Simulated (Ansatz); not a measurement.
Level of theory: DFT PBE, scalar-relativistic, plane waves, PAW (Ansatz). Settings: cutoff 420 eV, Γ-centred meshes spaced at most about 0.3 Å⁻¹, and about 0.25 Å⁻¹ or finer for metals (2π included), Gaussian smearing. Collinear spin in cells that started with moments and kept them past the coarse steps, no spin elsewhere.

Temperature and zero-point effects are left out. Lower structures may exist.

Question: Which of these relaxed structures of AlCo is the lowest in energy?
A.

Space group Pm-3m (No. 221). a = 2.852 Å, b = 2.852 Å, c = 2.852 Å, α = 90.00°, β = 90.00°, γ = 90.00°
| atom | site | symmetry | x | y | z |
| --- | --- | --- | --- | --- | --- |
| Al | 1a | m-3m | 0.0000 | 0.0000 | 0.0000 |
| Co | 1b | m-3m | 0.5000 | 0.5000 | 0.5000 |

B.

Space group Pmm2 (No. 25). a = 4.039 Å, b = 4.901 Å, c = 4.508 Å, α = 90.00°, β = 90.00°, γ = 90.00°
```csv
atom,site,symmetry,x,y,z
Al,2h,m..,0.5000,0.2476,0.5428
Al,1b,mm2,0.0000,0.5000,0.2135
Co,1a,mm2,0.0000,0.0000,0.3487
Co,1a,mm2,0.0000,0.0000,0.8505
Co,1d,mm2,0.5000,0.5000,0.0017
```

C.

Space group I4mm (No. 107). a = 3.696 Å, b = 3.696 Å, c = 11.735 Å, α = 90.00°, β = 90.00°, γ = 90.00°
```json
{"atom": "Al", "site": "4b", "symmetry": "2mm.", "x": "0.5000", "y": "0.0000", "z": "0.4111"}
{"atom": "Al", "site": "2a", "symmetry": "4mm", "x": "0.5000", "y": "0.5000", "z": "0.0941"}
{"atom": "Co", "site": "2a", "symmetry": "4mm", "x": "0.5000", "y": "0.5000", "z": "0.2877"}
{"atom": "Co", "site": "2a", "symmetry": "4mm", "x": "0.0000", "y": "0.0000", "z": "0.2481"}
{"atom": "Co", "site": "2a", "symmetry": "4mm", "x": "0.0000", "y": "0.0000", "z": "0.0479"}
```

Answer: A. It has the caesium chloride type, space group Pm-3m (No. 221); the next, C, with space group I4mm (No. 107), lies 0.58 eV/atom higher. Largest moments: A 0.0 μB, C 1.3 μB, B 1.6 μB. Counting all near atoms (those within 1.25 times the shortest distance at each site; a plus sign parts nearer from farther groups; a slash parts the counts of unlike sites), the lowest has Al 8+6, Co 8+6 and the next has Al 1+8/12, Co 1+8/5+4/9.

The magnetic state reached may not be the lowest. The Pm-3m cell at 11.6 Å³/atom was relaxed from a Materials Project cell. Cells relaxed within their symmetry can be saddle points. Some structure types and database cells were kept out of the candidates from the start, so a known form may be missing.
